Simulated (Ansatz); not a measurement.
# HfO2: the cost of one run

Method: DFT PBEsol, scalar-relativistic, plane waves, PAW, in Ansatz 0.2.0.

### Step 1. The system as given

It takes space group Fm-3m (No. 225, cubic). Conventional cell: a = 5.044 Å, b = 5.044 Å, c = 5.044 Å, α = 90.00°, β = 90.00°, γ = 90.00°. Around Hf (site symmetry m-3m) lie 8 O at 2.18 Å. O (site symmetry -43m) is surrounded by 4 Hf at 2.18 Å.

Structure file:

```cif
data_structure
_symmetry_space_group_name_H-M 'Fm-3m'
_symmetry_Int_Tables_number 225
_cell_length_a 5.0439
_cell_length_b 5.0439
_cell_length_c 5.0439
_cell_angle_alpha 90.000
_cell_angle_beta 90.000
_cell_angle_gamma 90.000
_cell_volume 128.32
loop_
_atom_site_label
_atom_site_type_symbol
_atom_site_symmetry_multiplicity
_atom_site_Wyckoff_symbol
_atom_site_fract_x
_atom_site_fract_y
_atom_site_fract_z
_atom_site_occupancy
Hf1 Hf 4 a 0.00000 0.00000 0.00000 1
O1 O 8 c 0.25000 0.75000 0.75000 1
```

This cell was relaxed beforehand with the same method: volume 10.69 Å³/atom, gap on the mesh 3.69 eV.

### Step 2. Next: the [111] wire, 27 host atoms a period

The wire is cut from the relaxed crystal, periodic along c with vacuum across. Atoms and period relax; energies count from the bulk, -5575.0244 eV an atom.

The cell holds 9 Hf, 18 O: a = 14.100 Å, b = 12.900 Å, c = 8.736 Å, α = 90.00°, β = 90.00°, γ = 90.00°.

### Step 3. Relaxing it

Pressure and volume refer to the whole cell with its vacuum; only the period along c may change.

The input, input.yaml:

```yaml
crystal:
  lattice:
    - [14.1, 0.0, 0.0]
    - [0.0, 12.9, 0.0]
    - [0.0, 0.0, 8.7363021697]
  atoms:
    - { symbol: Hf, position: [0.6095301154, 0.5, 0.0] }
    - { symbol: Hf, position: [0.3174498077, 0.5, 0.6666666667] }
    - { symbol: O, position: [0.4634899615, 0.5, 0.5833333333] }
    - { symbol: O, position: [0.6825501923, 0.6382395514, 0.0833333333] }
    - { symbol: O, position: [0.5365100385, 0.3617604486, 0.4166666667] }
    - { symbol: O, position: [0.3904698846, 0.6382395514, 0.75] }
    - { symbol: Hf, position: [0.4634899615, 0.5, 0.3333333333] }
    - { symbol: O, position: [0.6095301154, 0.5, 0.25] }
    - { symbol: O, position: [0.3174498077, 0.5, 0.9166666667] }
    - { symbol: O, position: [0.6825501923, 0.3617604486, 0.0833333333] }
    - { symbol: O, position: [0.5365100385, 0.6382395514, 0.4166666667] }
    - { symbol: O, position: [0.3904698846, 0.3617604486, 0.75] }
    - { symbol: Hf, position: [0.3904698846, 0.3617604486, 0.0] }
    - { symbol: Hf, position: [0.6825501923, 0.3617604486, 0.3333333333] }
    - { symbol: Hf, position: [0.5365100385, 0.6382395514, 0.6666666667] }
    - { symbol: O, position: [0.3904698846, 0.6382395514, 0.25] }
    - { symbol: O, position: [0.6825501923, 0.6382395514, 0.5833333333] }
    - { symbol: O, position: [0.5365100385, 0.3617604486, 0.9166666667] }
    - { symbol: O, position: [0.4634899615, 0.5, 0.0833333333] }
    - { symbol: Hf, position: [0.3904698846, 0.6382395514, 0.0] }
    - { symbol: Hf, position: [0.6825501923, 0.6382395514, 0.3333333333] }
    - { symbol: Hf, position: [0.5365100385, 0.3617604486, 0.6666666667] }
    - { symbol: O, position: [0.3904698846, 0.3617604486, 0.25] }
    - { symbol: O, position: [0.6825501923, 0.3617604486, 0.5833333333] }
    - { symbol: O, position: [0.5365100385, 0.6382395514, 0.9166666667] }
    - { symbol: O, position: [0.3174498077, 0.5, 0.4166666667] }
    - { symbol: O, position: [0.6095301154, 0.5, 0.75] }
basis:
  ecutwfc: 420
kpoints:
  mp_grid: { grid: [1, 1, 4] }
hamiltonian:
  xc: pbesol
scf:
  occupations: { method: gaussian, width: 0.05 }
output:
  forces: true
  stress: true
  eigenvalues: true
  populations: true
  write_density: true
  write_potential: true
  elf: true
  volumetric_format: npy
relax:
  adjacent_minimum: "off"
  f_tol: 0.02
  max_steps: 45
  cell: { fix: [a, b, alpha, beta, gamma], stress_tol: 0.03 }
```

Command:

```
$ ansatz run input.yaml --threads 4 --pin off --max-ram 11264MiB --backend cpu --events-out ev --progress --plain --runs-dir out
```

What time and memory should one allow on 4 threads of Intel Xeon Platinum 8375C at 2.90GHz (Ice Lake), shared host?

About 7.9 min, with a peak of 3.5 GiB.
